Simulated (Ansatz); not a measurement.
**CaSe (NiAs type): testing the settings of optics runs**

Aim: run 1 optics input for CaSe (NiAs type) as typed, and read from each log whether it ends well.

Method: plane waves, PAW; settings as the input shows, in Ansatz 0.2.0.

## Step 1: The system as given

It takes space group P6_3/mmc (No. 194, hexagonal). Conventional cell: a = 4.132 Å, b = 4.132 Å, c = 7.163 Å, α = 90.00°, β = 90.00°, γ = 120.00°. Ca (site symmetry -3m) has 6 Se at 2.98 Å as nearest neighbours. Se (site symmetry -6m2) is surrounded by 6 Ca at 2.98 Å.

As a file:

```
CELL_PARAMETERS angstrom
4.13168 0.00000 0.00000
-2.06584 3.57814 0.00000
0.00000 0.00000 7.16250
ATOMIC_POSITIONS crystal
Ca 0.00000 0.00000 0.00000
Ca 0.00000 0.00000 0.50000
Se 0.33333 0.66667 0.25000
Se 0.66667 0.33333 0.75000
```

Cell and atoms come from an earlier r2SCAN relaxation.

For scale, an earlier run with the standard settings (PBE, 6×6×4, gaussian width 0.1 eV, scissors 0 eV) gave ε∞ 6.01 (xx, yy), 6.17 (zz); tallest peak of ε₂: 10.4 at 4.70 eV.

## Step 2: Input 1

input.yaml

```yaml
crystal:
  lattice:
    - [4.131682178, 0.0, 0.0]
    - [-2.065841089, 3.5781417265, 0.0]
    - [0.0, 0.0, 7.1625032105]
  atoms:
    - { symbol: Ca, position: [0.0, 0.0, 0.0] }
    - { symbol: Ca, position: [0.0, 0.0, 0.5] }
    - { symbol: Se, position: [0.3333333333, 0.6666666667, 0.25] }
    - { symbol: Se, position: [0.6666666667, 0.3333333333, 0.75] }
kpoints:
  mp_grid: { grid: [6, 6, 4] }
hamiltonian:
  xc: lda
scf:
  occupations: { method: fixed }
output:
  optics:
    e_range: [2, 10]
    de: 0.1
    sigma: -0.1
    scissors: 0.6
    scheme: gaussian
    bands: { spectra_wanted_up_to: 10 }
```

Run with:

```
> ansatz run input.yaml --threads 4 --pin off --max-ram 3686MiB --backend cpu --events-out ev --progress --plain --runs-dir out
```

The program printed:

```text
Error: invalid value for `output.optics.sigma`: must be finite and > 0; got -0.1 eV
```

Run time: 0.13 s. Hardware: 4 threads of Arm Neoverse N1, shared host; peak memory 0.1 GiB.

**Diagnosis.** The program refused the input. The broadening is negative. To mend it, type a small positive width, such as 0.1 eV.

## Step 3: How the runs ended

| input | settings | ended | fault | time |
| --- | --- | --- | --- | --- |
| 1 | LDA, 6×6×4, gaussian width -0.1 eV, scissors 0.6 eV | refused | the broadening is negative | 0.13 s |

1 refused. No run passed without a fault or warning, so no result is quoted.
